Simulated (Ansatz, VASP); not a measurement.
**One calculation of YbH3, two programs**

Contents of INCAR:

```
PREC     = Accurate       # precision mode
ENCUT    = 520            # plane-wave cutoff, eV
EDIFF    = 1E-7           # SCF threshold, eV
ISMEAR   = -1             # smearing method
SIGMA    = 0.05           # smearing width, eV
LREAL    = False          # projectors in reciprocal space
LASPH    = True           # aspherical terms in the spheres
NELM     = 150            # most SCF steps
ALGO     = Normal         # electronic algorithm
ISIF     = 2              # what is computed and relaxed
LWAVE    = False          # write WAVECAR
LCHARG   = False          # write CHGCAR
ISPIN    = 2              # spin polarisation
MAGMOM   = 1 0 0 0        # initial moments
LORBIT   = 11             # projections on sites
LMAXMIX  = 6              # l up to which the mixer works
GGA      = PE             # functional
NBANDS   = 26             # bands
```

File KPOINTS:

```
regular mesh
0
Gamma
  9 9 9
```

The input POSCAR:

```
YbH3
1.0
    0.0000000000      2.5517934052      2.5517934052
    2.5517934052      0.0000000000      2.5517934052
    2.5517934052      2.5517934052      0.0000000000
Yb H
1 3
Direct
    0.0000000000      0.0000000000      0.0000000000
    0.5000000000      0.5000000000      0.5000000000
    0.2500000000      0.2500000000      0.2500000000
    0.7500000000      0.7500000000      0.7500000000
```

File input.yaml:

```yaml
crystal:
  lattice:
    - [0.0, 2.5517934052, 2.5517934052]
    - [2.5517934052, 0.0, 2.5517934052]
    - [2.5517934052, 2.5517934052, 0.0]
  atoms:
    - { symbol: Yb, position: [0.0, 0.0, 0.0], spin: 1.0 }
    - { symbol: H, position: [0.5, 0.5, 0.5] }
    - { symbol: H, position: [0.25, 0.25, 0.25] }
    - { symbol: H, position: [0.75, 0.75, 0.75] }
hamiltonian:
  xc: pbe
  pseudopotentials: { kind: paw }
magnetization:
  spin_polarized: true
kpoints:
  mp_grid: { grid: [9, 9, 9] }
scf:
  occupations: { method: fermi_dirac, width: 0.05 }
output:
  forces: true
  stress: true
  eigenvalues: true
  write_density: true
  write_potential: true
  elf: true
  volumetric_format: npy
```

Change from the starting cell: volume scaled by 0.94.

Alike in both runs: task single point; functional PBE; k mesh 9 × 9 × 9; occupations fermi-dirac, width 0.05 eV; collinear spin, ferromagnetic start.

|  | VASP | Ansatz |
| --- | --- | --- |
| version | VASP 6.6.1 | Ansatz 0.2.0 |
| potentials or method | VASP PAW PBE potentials, release 64 (Yb, H) | Ansatz PAW |
| plane-wave cutoff (eV) | 520 | 420 |
| valence electrons in the cell | 27 | 27 |

VASP gave:

```
gap on the k mesh at the Fermi level (eV)                     : none
pressure (GPa)                                                : -1.0
net moment per atom (μB)                                      : 0.04
size of the moment on the site where the two differ most (μB) : 0.14
```

Q: Estimate Ansatz's values.

A: gap on the k mesh at the Fermi level (eV): none; pressure (GPa): -1.0; net moment per atom (μB): 0.04; size of the moment on the site where the two differ most (μB): 0.13.

Site moments also hang on the region over which each program counts them. A gap of «none» marks a metal or a gap that the smearing closes. The functional is the same, so the differences come from potentials, cutoffs and numerics.

Caveats: spin-orbit coupling is left out, which moves the levels of the heavy elements; without U or exact exchange the open f shell lies at the Fermi level, which spoils levels, moments and volumes. The state reached can hang on the start; a lower one may exist.
